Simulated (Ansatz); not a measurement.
## All-electron card of La

```yaml
crystal:
  lattice:
    - [0.00000, 2.64800, 2.64800]
    - [2.64800, 0.00000, 2.64800]
    - [2.64800, 2.64800, 0.00000]
  atoms:
    - { symbol: La, position: [0.00000, 0.00000, 0.00000] }
```

The conventional cell has a = 5.296 Å, b = 5.296 Å, c = 5.296 Å, α = 90.00°, β = 90.00°, γ = 90.00°. La (atom 1) is surrounded by 12 La at 3.74 Å.

The cell is COD entry 9008472, as deposited and not checked against the literature; nothing was relaxed.

Spin–orbit coupling is left out, though it moves levels of the heavy atoms by tenths of an eV or more.

Theory: DFT, PBE, all-electron LAPW, scalar-relativistic (Ansatz 0.2.0).

Settings: a Γ-centred 11×11×11 k mesh, Fermi–Dirac smearing of 0.05 eV, basis error target 0.25 meV/atom, no spin polarisation.

```yaml
Band_gap: "none: with an odd electron count and no spin polarisation the bands can't all be full, a metal in this set-up (spin order or a larger cell could open a gap)"
Density_of_states_at_the_Fermi_level_0.2_eV_bin: 2.42 states/eV per cell
Volume_per_atom: 37.14 Å³
Pressure_at_this_cell: -0.09 GPa
```
